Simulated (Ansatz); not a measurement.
# Ti: the cost of one run

Method: DFT PBE, scalar-relativistic, plane waves, PAW, in Ansatz 0.2.0.

## (1) Starting point

The structure is hexagonal, space group P6mm (No. 183). The conventional cell has a = 4.586 Å, b = 4.586 Å, c = 2.837 Å, α = 90.00°, β = 90.00°, γ = 120.00°. Ti (site symmetry 6mm) has 8 Ti at 2.82 to 2.84 Å as nearest neighbours. Ti (site symmetry 3m) has 8 Ti at 2.65 to 2.84 Å as nearest neighbours.

Coordinates:

```xyz
3
Lattice="4.5862 0.0000 0.0000 -2.2931 3.9718 0.0000 0.0000 0.0000 2.8369" Properties=species:S:1:pos:R:3 pbc="T T T"
Ti    0.0000    0.0000    2.5351
Ti    0.0000    2.6478    1.5694
Ti    2.2931    1.3239    1.5694
```

The guess is a distorted database cell: Ti type (P6/mmm) distorted into a subgroup (P6mm, No. 183).

## (2) The guess as it stands, on a coarse mesh

Input file input.yaml:

```yaml
crystal:
  lattice:
    - [4.58619039, 0.0, 0.0]
    - [-2.2930952, 3.97175738, 0.0]
    - [0.0, 0.0, 2.8369317]
  atoms:
    - { symbol: Ti, position: [0.0, 0.0, 0.89361702] }
    - { symbol: Ti, position: [0.33333333, 0.66666667, 0.55319149] }
    - { symbol: Ti, position: [0.66666667, 0.33333333, 0.55319149] }
basis:
  ecutwfc: 420
kpoints:
  mp_grid: { grid: [6, 6, 6] }
hamiltonian:
  xc: pbe
scf:
  occupations: { method: gaussian, width: 0.1 }
  lower_state_search: "off"
output:
  forces: true
  stress: true
  eigenvalues: true
```

Run with:

```sh
$ ansatz run input.yaml --threads 1 --pin off --max-ram 2560MiB --backend cpu --events-out ev --progress --plain --runs-dir out
```

**Question.** How long does this run take on 1 thread of Arm Neoverse V2, shared host, and how much memory does it need?

About 3.8 s, with a peak of 0.32 GiB.
